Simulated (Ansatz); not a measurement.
# BN: projected density of states with r2SCAN

BN, a slab with vacuum:

```
CELL_PARAMETERS angstrom
2.50399 0.00000 0.00000
-1.25200 2.16852 0.00000
0.00000 0.00000 24.99180
ATOMIC_POSITIONS crystal
B 0.66667 0.33333 0.30010
N 0.33333 0.66667 0.30010
B 0.33333 0.66667 0.43337
N 0.66667 0.33333 0.43337
B 0.66667 0.33333 0.56663
N 0.33333 0.66667 0.56663
B 0.33333 0.66667 0.69990
N 0.66667 0.33333 0.69990
```

The cell isn't the ideal one: the (0 0 1) slab of BN, cut from the database cell, not relaxed.

```json
{
  "Program": "Ansatz 0.2.0",
  "Task": "projected density of states",
  "Functional": "r2SCAN",
  "Potentials or basis": "Ansatz PAW",
  "Cutoff": "500 eV (not typed: the program's choice for these potentials)",
  "k mesh": "12 × 12 × 1",
  "Occupations": "fermi-dirac, width 0.05 eV",
  "Spin": "no spin polarisation",
  "Boundary along the surface normal": "dipole_correction",
  "Miller": "[0, 0, 1]",
  "Bulk formula": "BN"
}
```

```
Largest force                   : 0.043 eV/Å
Band gap on the k mesh          : 4.90 eV, indirect (least direct gap 5.34 eV)
Work function of the upper face : 3.61 eV
Work function of the lower face : 3.61 eV
Dipole across the slab          : 0.000 e·Å
```

Forces on the atoms (eV/Å):
```
B    0.000  0.000  0.015
N    0.000  0.000 -0.043
B    0.000  0.000  0.000
N    0.000  0.000  0.000
B    0.000  0.000  0.000
N    0.000  0.000  0.000
B    0.000  0.000 -0.015
N    0.000  0.000  0.043
```

Levels at points of the mesh, in eV from the valence-band top:
```
            k point  band 12  band 13  band 14  band 15  band 16  band 17  band 18  band 19  band 20  band 21
 (0.00, 0.00, 0.00)    -1.34    -1.33    -1.33    -1.32    -1.32     5.41     5.66     6.28     7.06     7.44
(0.00, -0.50, 0.00)    -4.23    -1.35    -1.07    -0.76    -0.53     4.90     5.15     5.60     6.06    10.28
```

States per cell in windows of 1 eV (zero at the valence-band top; states under -8 eV left out):
```
from (eV)  total  N 2p  B 2p  B 2s  N 2s
     -8.0   1.55  1.01  0.22  0.23  0.07
     -7.0   1.85  1.20  0.34  0.24  0.06
     -6.0   2.68  1.69  0.70  0.20  0.06
     -5.0   4.06  2.63  1.22  0.13  0.04
     -4.0   3.12  2.11  0.91  0.07  0.02
     -3.0   2.89  2.06  0.77  0.03  0.01
     -2.0   2.62  2.06  0.54  0.00  0.00
     -1.0   1.87  1.70  0.15  0.00  0.00
      0.0   0.00  0.00  0.00  0.00  0.00
      1.0   0.00  0.00  0.00  0.00  0.00
      2.0   0.00  0.00  0.00  0.00  0.00
      3.0   0.00  0.00  0.00  0.00  0.00
      4.0   0.06  0.00  0.06  0.00  0.00
      5.0   2.28  0.18  1.82  0.03  0.02
      6.0   2.27  0.32  1.32  0.06  0.06
      7.0   2.55  0.37  1.04  0.10  0.12
```

Wall time 11 s on 4 threads of Arm Neoverse V2, with other jobs on the host, peak memory 0.71 GiB.

Caveat: the PAW data sets come from PBE, with cores solved anew for the run's functional, which leaves a small shift of forces and pressure.
